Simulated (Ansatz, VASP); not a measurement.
BeSe: VASP beside Ansatz

```
CELL_PARAMETERS angstrom
0.00000 2.50939 2.50939
2.50939 0.00000 2.50939
2.50939 2.50939 0.00000
ATOMIC_POSITIONS crystal
Be 0.00000 0.00000 0.00000
Se 0.25000 0.25000 0.25000
```

Alike in both runs: task relaxation of cell and atoms; functional PBE; k mesh 8 × 8 × 8; occupations fermi-dirac, width 0.02 eV; no spin polarisation.

|  | VASP | Ansatz |
| --- | --- | --- |
| version | VASP 6.6.1 | Ansatz 0.2.0 |
| potentials or method | VASP PAW PBE potentials, release 64 (Be, Se) | PAW with Ansatz's default frozen-core files, scalar-relativistic |
| plane-wave cutoff (eV) | 600 | 420 |
| valence electrons in the cell | 8 | 18 |

Ansatz gave:

| Property | Result |
| --- | --- |
| relaxed volume (Å³/atom) | 17.35 |
| relaxed cell length with the largest relative difference (Å) | 3.661 |
| energy change over the relaxation (meV/atom) | -38 |

Q: Estimate VASP's values.

A: Relaxed volume (Å³/atom): 17.39; relaxed cell length with the largest relative difference (Å): 3.664; energy change over the relaxation (meV/atom): -40.

The two sets of potentials don't hold the same shells in valence.

A k mesh can miss the band edges. PBE usually gives volumes a little too large and moduli too small. Zero-point motion and thermal expansion aren't in these numbers.
